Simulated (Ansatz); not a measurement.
Take a crystal in which Cs has been replaced by K on all its sites, with the cell rescaled by a rough guess (in some cases also distorted within its space group) and nothing relaxed:

```
K Cl
1.0
     3.92331    0.00000    0.00000
     0.00000    3.92331    0.00000
     0.00000    0.00000    3.92331
K Cl
1 1
Direct
  0.00000 0.00000 0.00000
  0.50000 0.50000 0.50000
```

Computed with DFT PBE, scalar-relativistic, plane waves, PAW (Ansatz 0.2.0).

Plane waves to 420 eV, a k mesh through Γ of 6×6×6 on the computed 2-atom cell and Gaussian smearing (0.02 eV); no spin polarisation.

Question: Will this cell want to expand or contract, and how hard?

Answer: The pressure is -1.1 GPa (positive in compression), so the cell would contract.

Question: Is it a metal on this mesh?

Answer: No: the gap is 4.54 eV, the least direct gap 4.73 eV.

Question: What is its energy against the elements in their standard states?

Answer: -1.914 eV/atom at this unrelaxed geometry, with the elements in the same functional.

This CsCl-type form isn't the usual stable structure of the compound.